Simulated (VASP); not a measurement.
Set up this calculation in VASP 6.6.1, as the native input.

| Quantity | Value |
| --- | --- |
| Task | single point |
| Functional | r2SCAN |
| Potentials or basis | VASP PAW PBE potentials, release 64 (Cd, F) |
| Cutoff | 520 eV |
| k mesh | 8 × 8 × 8 |
| Occupations | gaussian, width 0.01 eV |
| Spin | no spin polarisation |
| Dipole correction | no |
| Further INCAR settings | ALGO = Normal; EDIFF = 1e-06; NBANDS = 20 |

CdF2:

```
Cd F
1.0
     0.00000    2.69418    2.69418
     2.77366    0.00000    2.69418
     2.77366    2.69418    0.00000
Cd F
1 2
Direct
  0.00000 0.00000 0.00000
  0.25000 0.25000 0.25000
  0.75000 0.75000 0.75000
```

The cell was built by a generator and needn't be a form met in nature.

The cell isn't the ideal one: uniaxial_x strain +3.0%.

One way to write it, as run:

POSCAR

```
CdF2
1.0
    0.0000000000      2.6941776810      2.6941776810
    2.7736559226      0.0000000000      2.6941776810
    2.7736559226      2.6941776810      0.0000000000
Cd F
1 2
Direct
    0.0000000000      0.0000000000      0.0000000000
    0.2500000000      0.2500000000      0.2500000000
    0.7500000000      0.7500000000      0.7500000000
```

INCAR.step1

```
  ALGO = Normal
  EDIFF = 1E-4
  ENCUT = 520
  GGA = PE
  ISMEAR = 0
  LASPH = T
  LCHARG = F
  LREAL = F
  LWAVE = T
  NBANDS = 20
  NELM = 100
  PREC = Accurate
  SIGMA = 0.01
```

INCAR.step2

```
  ALGO = Normal
  EDIFF = 1E-6
  ENCUT = 520
  ISIF = 2
  ISMEAR = 0
  ISTART = 1
  LASPH = T
  LCHARG = F
  LMIXTAU = T
  LREAL = F
  LWAVE = F
  METAGGA = R2SCAN
  NBANDS = 20
  NELM = 100
  PREC = Accurate
  SIGMA = 0.01
```

KPOINTS

```
k-points
0
Gamma
  8 8 8
```

Potentials or basis: VASP PAW PBE potentials, release 64 (Cd, F).

The run is started by

```bash
$ cat potpaw_PBE.64/Cd/POTCAR potpaw_PBE.64/F/POTCAR > POTCAR
$ cp INCAR.step1 INCAR
$ mpirun -np 1 vasp_std > vasp.out
$ cp INCAR.step2 INCAR
$ mpirun -np 1 vasp_std > vasp.out
```

It gave:

- Pressure: -2.2 GPa
- Band gap on the k mesh: 3.61 eV, indirect (least direct gap 4.12 eV)

Caveat: the PAW data sets were made with another functional, which shifts forces and pressure a little.

Wall time 80 s on 1 thread of AMD EPYC 9R45 96-Core Processor (Zen 5), with other jobs on the host, peak memory 0.16 GiB.
